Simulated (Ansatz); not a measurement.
The system is KBr.

```
CELL_PARAMETERS angstrom
0.00000 3.30000 3.30000
3.30000 0.00000 3.30000
3.30000 3.30000 0.00000
ATOMIC_POSITIONS crystal
Br 0.50000 0.50000 0.50000
K 0.00000 0.00000 0.00000
```

Program: Ansatz 0.2.0. Alike in all runs: task band structure; potentials or basis Ansatz PAW; cell as given; smearing fermi-dirac 0.05 eV. Hardware: 2 threads of Intel(R) Xeon(R) 6975P-C (Granite Rapids), with other jobs on the host.

Question: Order these runs on this cell by their wall time, lowest first.
A. level BLYP; spin off; k mesh 7 × 7 × 7; cutoff (eV) 420
B. level PBEsol; spin SOC, no magnetisation; k mesh 5 × 5 × 5; cutoff (eV) 420
C. level r2SCAN; spin off; k mesh 7 × 7 × 7; cutoff (eV) 500

Answer: A (1.1 s), C (2.9 s), B (8.8 s).

Runs at the PBE level aren't shown here.
